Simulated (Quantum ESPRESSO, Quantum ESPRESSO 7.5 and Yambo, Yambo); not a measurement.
# GaP (F-43m): one start, several treatments of the self-energy

How much does the gap of GaP (F-43m) depend on the approximation to the self-energy?

Program: Quantum ESPRESSO 7.5 and Yambo 5.3.0. Level of theory: PBE and many-body steps on it, plane waves. Results are calculated unless marked as measured.

**What was measured.**

- Gap 2.25 ± 0.04 eV: optical gap from Tauc plot (fundamental, indirect); spectroscopic ellipsometry, Tauc-Lorentz fit and Tauc plot; 300 K; film (GaP layer on Si reference sample) on Si (“Assessment of GaPSb/Si tandem material association properties for photoelectrochemical cells”, 2020, arxiv:2002.02774).

### 1. Set-up

The structure is cubic, space group F-43m (No. 216). The conventional cell has a = 5.450 Å, b = 5.450 Å, c = 5.450 Å, α = 90.00°, β = 90.00°, γ = 90.00°. Ga has 4 P at 2.36 Å nearest. Nearest to P lie 4 Ga at 2.36 Å. Farther neighbours are not listed.

Coordinates:

```cif
data_structure
_symmetry_space_group_name_H-M 'P 1'
_symmetry_Int_Tables_number 1
_cell_length_a 3.8541
_cell_length_b 3.8541
_cell_length_c 3.8541
_cell_angle_alpha 60.000
_cell_angle_beta 60.000
_cell_angle_gamma 60.000
_cell_volume 40.48
loop_
_atom_site_label
_atom_site_type_symbol
_atom_site_fract_x
_atom_site_fract_y
_atom_site_fract_z
_atom_site_occupancy
Ga1 Ga 0.00000 0.00000 0.00000 1
P2 P 0.25000 0.25000 0.25000 1
```

The cell and positions come from the Crystallography Open Database and are kept as given unless a step says otherwise.

### 2. Empty states on the mesh, 4×4×4 mesh, 490 bands

This step: Quantum ESPRESSO 7.5; DFT, PBE, plane waves, norm-conserving pseudopotentials.

The sums over transitions need many empty states on a uniform mesh; this step solves for them.

Input file pw.in:

```
&control
  calculation = 'nscf'
  prefix = 'x'
  outdir = 'o'
  pseudo_dir = 'pseudo'
/
&system
  ibrav = 0
  nat = 2
  ntyp = 2
  ecutwfc = 104.0
  nbnd = 490
  force_symmorphic = .true.
/
&electrons
  conv_thr = 1e-9
  electron_maxstep = 80
  diago_full_acc = .true.
  diago_thr_init = 5e-6
/
ATOMIC_SPECIES
  Ga 69.723 Ga.upf
  P 30.974 P.upf
CELL_PARAMETERS angstrom
  0.0000000000 2.7252500000 2.7252500000
  2.7252500000 0.0000000000 2.7252500000
  2.7252500000 2.7252500000 0.0000000000
ATOMIC_POSITIONS crystal
  Ga 0.0000000000 0.0000000000 0.0000000000
  P 0.2500000000 0.2500000000 0.2500000000
K_POINTS automatic
  4 4 4 0 0 0
```

Launch:

```bash
> OMP_NUM_THREADS=1 mpirun -n 4 pw.x -nk 4 -in pw.in > pw.out
```

The log of the run:

```text
Program PWSCF v.7.5 starts

     This program is part of the open-source Quantum ESPRESSO suite
     for quantum simulation of materials; please cite
         "P. Giannozzi et al., J. Phys.:Condens. Matter 21 395502 (2009);
         "P. Giannozzi et al., J. Phys.:Condens. Matter 29 465901 (2017);
         "P. Giannozzi et al., J. Chem. Phys. 152 154105 (2020);
     in publications or presentations arising from this work. More details at

     Atomic positions and unit cell read from directory:
     o/x.save/

     Message from routine setup:
[...]
k =-0.3536-0.3536 0.3536 (  4910 PWs)   bands (ev):

[...]
73.2092  75.8608  75.8608  76.0942  76.2736  76.2736  77.2919  79.4084
     [... 50 further rows ...]
   293.4422 293.5627 294.4156 294.4156 294.8803 295.4902 295.4902 295.5191
   296.6438 296.6438

          k = 0.3536 0.0000 0.0000 (  4865 PWs)   bands (ev):

     [... further k-points ...]

     highest occupied, lowest unoccupied level (ev):     8.2046    9.8577

     XML data file, pseudopotentials, collected wavefunctions

=------------------------------------------------------------------------------=
   JOB DONE.
=------------------------------------------------------------------------------=
```

Elapsed: 90 s, on 4 MPI ranks of Arm Neoverse V1, shared host; peak memory 1.1 GiB; 6 min of CPU time.

Numbers from this step:

```yaml
gap: 1.653 eV
k_of_the_valence_top: 0, 0, 0
k_of_the_conduction_bottom: 0, -0.5, -0.5
least_direct_gap: 1.818 eV
k_points_computed: 8
lowest_point_of_the_top_converged_band_above_the_valence_top: 285.0765 eV
```

On this mesh the gap is 1.653 eV.

The density comes from a self-consistent run that is not shown.

### 3. Conversion and set-up

This step: Yambo 5.3.0; conversion and set-up on PBE, plane waves, norm-conserving pseudopotentials.

The states are converted to the many-body program's format and the q mesh is built.

Launch:

```bash
> (cd o/x.save; p2y > p2y.log; mv SAVE ../..); yambo > setup.log
```

The log of the run:

```text
 Yambo, version 5.3.0

 [02] CORE Variables Setup
 =========================

  [02.01] Unit cells
  ==================

  Cell kind             :  FCC
  Atoms in the cell     :  Ga  P
  number of Ga atoms    :  1
  number of P  atoms    :  1

  List of atomic masses
  Mass of Ga    :  69.72300
  Mass of P     :  30.97400

  List of atomic coordinates    : [cc]
  Ga1       :  0.000000  0.000000  0.000000  order 1
  P1       :  2.574988  2.574988  2.574988  order 2

  Alat factors          :  5.149976  5.149976  5.149976 [a.u.]
  Direct lattice volume :  273.1780 [a.u.]
[...]
==========================================

 IBZ Q-points                                      :   8
 BZ  Q-points                                      :   64

 K/Q-points units:
 rlu = crystal or reduced units; cc = cartesian coordinates; iku = interal k-units

 Q [1]          [rlu]:  0.000000  0.000000  0.000000
 Q [2]          [rlu]: -0.25926E-17 -0.25926E-17  0.25000
 Q [3]          [rlu]:  0.51853E-17  0.51853E-17 -0.50000
[...]
Q [7]          [rlu]: -0.34504E-17 -0.50000     -0.50000
 Q [8]          [rlu]:  0.250000 -0.500000 -0.250000

  [03.01] X indexes
  =================

   [03.01.01] Sigma indexes
   ========================

 [06] Game Over & Game summary
```

Wall time 3.4 s (1 MPI rank); peak memory 0.25 GiB.

### 4. G0W0, Godby-Needs plasmon pole

Now the one-shot GW correction: screening in the RPA, then the self-energy of the levels asked for.

This step: G0W0 on PBE, plane waves, norm-conserving pseudopotentials.

Input file gw2.in:

```
HF_and_locXC
gw0
dyson
ppa
em1d
rim_cut
RandQpts= 1000000
RandGvec= 1 RL
EXXRLvcs= 104 Ry
VXCRLvcs= 416 Ry
Chimod= "HARTREE"
% BndsRnXp
 1 | 207 |
%
NGsBlkXp= 17 Ry
% LongDrXp
 1 | 1 | 1 |
%
% GbndRnge
 1 | 207 |
%
DysSolver= "n"
ExtendOut
PPAPntXp= 27.21138 eV
% QPkrange
 1 | 1 | 12 | 15 |
 7 | 7 | 12 | 15 |
%
```

Launch:

```bash
> OMP_NUM_THREADS=1 mpirun -n 4 yambo -F gw2.in -J gw2 -C gw2 > gw2.log
```

The log of the run:

```text
 Yambo, version 5.3.0

 [02] CORE Variables Setup
 =========================

  [... cell, symmetries and grids as in the set-up ...]

  [02.05] Energies & Occupations
  ==============================

  [X] === General ===
  [X] Electronic Temperature                        :  0.000000  0.000000 [eV K]
  [X] Bosonic    Temperature                        :  0.000000  0.000000 [eV K]
  [X] Finite Temperature mode                       : no
  [X] El. density                                   :  0.64228E+24 [cm-3]
  [X] Fermi Level                                   :  8.204632 [eV]

  [X] === Gaps and Widths ===
  [X] Conduction Band Min                           :  1.653057 [eV]
  [X] Valence Band Max                              :  0.000000 [eV]
  [X] Filled Bands                                  :  13
  [X] Empty Bands                                   :    14   490
  [X] Direct Gap                                    :  1.817542 [eV]
  [X] Direct Gap localized at k                     :  1
  [X] Indirect Gap                                  :  1.653057 [eV]
  [X] Indirect Gap between kpts                     :   1   7
  [X] Last valence band width                       :  3.419264 [eV]
  [X] 1st conduction band width                     :  3.048655 [eV]

 [03] Transferred momenta grid and indexing
 ==========================================

 IBZ Q-points                                      :   8
 BZ  Q-points                                      :   64

 K/Q-points units:
 rlu = crystal or reduced units; cc = cartesian coordinates; iku = interal k-units

 Q [1]          [rlu]:  0.000000  0.000000  0.000000
 Q [2]          [rlu]: -0.25926E-17 -0.25926E-17  0.25000
 Q [3]          [rlu]:  0.51853E-17  0.51853E-17 -0.50000
 Q [4]          [rlu]:  0.17252E-17  0.25000      0.25000
 Q [5]          [rlu]:  0.64517E-16  0.25000      0.50000
 Q [6]          [rlu]:  0.51853E-17  0.25000     -0.25000
 Q [7]          [rlu]: -0.34504E-17 -0.50000     -0.50000
 Q [8]          [rlu]:  0.250000 -0.500000 -0.250000

 [04] Coloumb potential Random Integration (RIM)
 ===============================================

  [04.01] RIM initialization
  ==========================

  * Diagonal components only detected *

  8 x (sBL volume)        :  0.113502 [a.u.]
  sBZ random points       :  1000000
  Points outside the sBZ  :   7987327
  RL volume               :  0.908017 [a.u.]
  Integrated volume       :  0.909458 [a.u.]

  [04.02] RIM integrals
  =====================

  Gamma point sphere radius             :  0.087825 [a.u.]
  Points outside the sphere             :   799513
  [Int_sBZ(q=0) 1/q^2]*(Vol_sBZ)^(-1/3) =:  7.764325
                                 should be <:  7.795600

  Summary of Coulomb integrals for non-metallic bands |Q|[au] RIM/Bare

  Q [1] 0.100000E-4 0.995988 * Q [2] 0.264147 1.066458
  Q [4] 0.305010 1.065091 * Q [6] 0.431350 1.027253
  Q [5] 0.505803 1.020682 * Q [3] 0.528294 1.017918
  Q [7] 0.610021 1.014689 * Q [8] 0.682024 1.011759

 [WARNING] [Xp] User bands 1-207 break level degeneracy

 [05] Dipoles
 ============

  [05.01] Setup: observables and procedures
  =========================================

 [06] Dynamic Dielectric Matrix (PPA)
 ====================================

 [WR./gw2//ndb.pp]---------------------------------------------------------------
  Brillouin Zone Q/K grids (IBZ/BZ)                :    8   64    8   64
  RL vectors                                       :   5961 [WF]
  Coulomb cutoff potential                         : none
  Electronic Temperature                           :  0.000000 [K]
  Bosonic    Temperature                           :  0.000000 [K]
  PPA    diel. fun.  energies                      : Perdew, Burke & Ernzerhof(X)+Perdew, Burke & Ernzerhof(C)
  wavefunctions                                    : Perdew, Burke & Ernzerhof(X)+Perdew, Burke & Ernzerhof(C)
  Global Gauge                                     : length
  X matrix size                                    :   339
  X band range                                     :    1  207
  X e/h energy range                               : -1.000000 -1.000000 [eV]
  X Time ordering                                  : R
  X Hxc Kernel                                     : HARTREE
  X Drude frequency                                :  0.000000  0.000000
  X poles                                          :  100.0000 [o/o]
  RL vectors in the sum                            :   5961
  [r,Vnl] included                                 : yes
  Field direction                                  :  0.577350E-5  0.577350E-5  0.577350E-5
  BZ energy Double Grid                            : no
  BZ energy DbGd points                            : 0
  BZ Q point size factor                           : -1.000000
  X Optical Averaged directions                    : none

 [07] Local Exchange-Correlation + Non-Local Fock
 ================================================

 [VXC] Plane waves :   39189
 [EXS] Plane waves :   4957

 QP @ state[ 1 ] K range:  1  1
 QP @ state[ 1 ] b range:  12  15
 QP @ state[ 2 ] K range:   7   7
 QP @ state[ 2 ] b range:  12  15

 [xc] Functional : Perdew, Burke & Ernzerhof(X)+Perdew, Burke & Ernzerhof(C)
 [xc] LIBXC used to calculate xc functional
  PP Number of Atomic Species                      :  2
  NLCC RL compoments                               :   39189
  PP Number of Atomic Species                      :  2
  NLCC RL compoments                               :   39189

 [xc] E_xc :  -23.20667 [Ha]
      E_xc :  -46.41333 [Ry]

  Local XC kind (lXC) : Perdew, Burke & Ernzerhof(X)+Perdew, Burke & Ernzerhof(C)
  Non-Local XC kind (nlXC) : Hartree-Fock

  Corrections @ K [1] :  [eV]
 <12|nlXC|12> = -15.17877 -0.47355E-17 <12|lXC|12> = -13.29395 -0.18883E-15
 <13|nlXC|13> = -15.17881 -0.12025E-16 <13|lXC|13> = -13.29395 -0.18881E-15
 <14|nlXC|14> = -8.162741 -0.29493E-17 <14|lXC|14> = -12.70029 -0.94360E-16
 <15|nlXC|15> = -6.788185 -0.40420E-17 <15|lXC|15> = -11.36385 -0.18882E-15

  Corrections @ K [7] :  [eV]
 <12|nlXC|12> = -14.67531 -0.56460E-17 <12|lXC|12> = -11.79687  0.47207E-16
 <13|nlXC|13> = -14.67527 -0.14658E-16 <13|lXC|13> = -11.79687 -0.35393E-16
 <14|nlXC|14> = -5.997074  0.61789E-18 <14|lXC|14> = -9.779896  0.41243E-16
 <15|nlXC|15> = -6.981560 -0.14427E-18 <15|lXC|15> = -10.95918  0.17687E-16

 [08] Dyson equation: Newton solver
 ==================================

  [08.01] G0W0 (W PPA)
  ====================

  [  GW  ] Bands range     :    1  207
  [GW/PPA] G damping       :  0.100000 [eV]

  QP @ state[ 1 ] K range:  1  1
  QP @ state[ 1 ] b range:  12  15
  QP @ state[ 2 ] K range:   7   7
  QP @ state[ 2 ] b range:  12  15

   Sc/G bands                                       :    1  207
   Sc/G damping                                     :  0.100000 ev
   Sc bands terminator                              : no
   Sx RL components                                 :   4957

   QP @ state[ 1 ] K range                          :  1  1
   QP @ state[ 1 ] b range                          :  12  15
   QP @ state[ 2 ] K range                          :   7   7
   QP @ state[ 2 ] b range                          :  12  15
   GF energies kind                                 : Perdew, Burke & Ernzerhof(X)+Perdew, Burke & Ernzerhof(C)
   GF WF`s kind                                     : Perdew, Burke & Ernzerhof(X)+Perdew, Burke & Ernzerhof(C)
   Xs energies kind                                 : Perdew, Burke & Ernzerhof(X)+Perdew, Burke & Ernzerhof(C)
   Xs WF`s kind                                     : Perdew, Burke & Ernzerhof(X)+Perdew, Burke & Ernzerhof(C)

 [11] Game Over & Game summary
```

Run time: 4.3 min. Hardware: 4 MPI ranks; peak memory 1.9 GiB; 17 min of CPU time.

Numbers from this step:

```
G0W0 gap on the points computed              : 2.314 eV
starting gap on the mesh                     : 1.653 eV
k of the valence top                         : 0, 0, 0
k of the conduction bottom                   : 0, -0.5, -0.5
least direct G0W0 gap on the computed points : 2.681 eV
Z at the valence top                         : 0.7842
Z at the conduction bottom                   : 0.8088
```

The gap on the mesh goes from 1.65 eV to 2.31 eV, a correction of +0.66 eV.

(Continued in part 2 of 2.)

[Paths, hosts, dates, memory and timing lines, banners, echoed tables and standing remarks are left out of the program output.]

[Logs are printed without paths, hosts, clocks, repeated set-up lines and the standing remarks that a program may print on its own settings, such as how far it seeks lower states.]

[Runs of the session that timed out or met a known fault of the program may be left out.]

[Hosts, paths, dates, database ids (printed as entryN), source tags and the programs' standing remarks are cut or masked in the printed files.]
